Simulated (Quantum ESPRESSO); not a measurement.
C:

```
C
1.0
     2.52210    0.00000    0.00000
    -1.26105    2.18420    0.00000
     0.00000    0.00000    8.23710
C
8
Direct
  0.66667 0.33333 0.84375
  0.33333 0.66667 0.34375
  0.66667 0.33333 0.65625
  0.33333 0.66667 0.15625
  0.00000 0.00000 0.90625
  0.00000 0.00000 0.40625
  0.00000 0.00000 0.59375
  0.00000 0.00000 0.09375
```

This is a hexagonal form of diamond, not graphite.

Base run:

| Property | Result |
| --- | --- |
| Program | Quantum ESPRESSO 7.5 |
| Functional | PBE |
| Potentials or basis | Ansatz NC SR PBE |
| Cutoff | 1116 eV |
| Density cutoff | 4463 eV |
| k mesh | 12 × 12 × 4 |
| Occupations | fermi-dirac, width 0.05 eV |
| Spin | no spin polarisation |

Its results: band gap on the k mesh 4.42 eV, indirect (least direct gap 5.20 eV); pressure 2.2 GPa; largest force 0.328 eV/Å.

After a change of settings the same cell gave: band gap on the k mesh 4.46 eV, indirect (least direct gap 5.19 eV); pressure 0.9 GPa; largest force 0.328 eV/Å. Which change was it?
A. potentials or basis from Ansatz NC SR PBE to SG15 PBE 1.2; cutoff from 1116 eV to 1197 eV; density cutoff from 4463 eV to 4789 eV
B. potentials or basis from Ansatz NC SR PBE to PseudoDojo 0.4 SR PBE stringent
C. potentials or basis from Ansatz NC SR PBE to PseudoDojo 0.4.1 SR PBE standard
D. potentials or basis from Ansatz NC SR PBE to PseudoDojo 0.5 SR PBE standard

A.

Caveats: some levels on the path didn't converge.
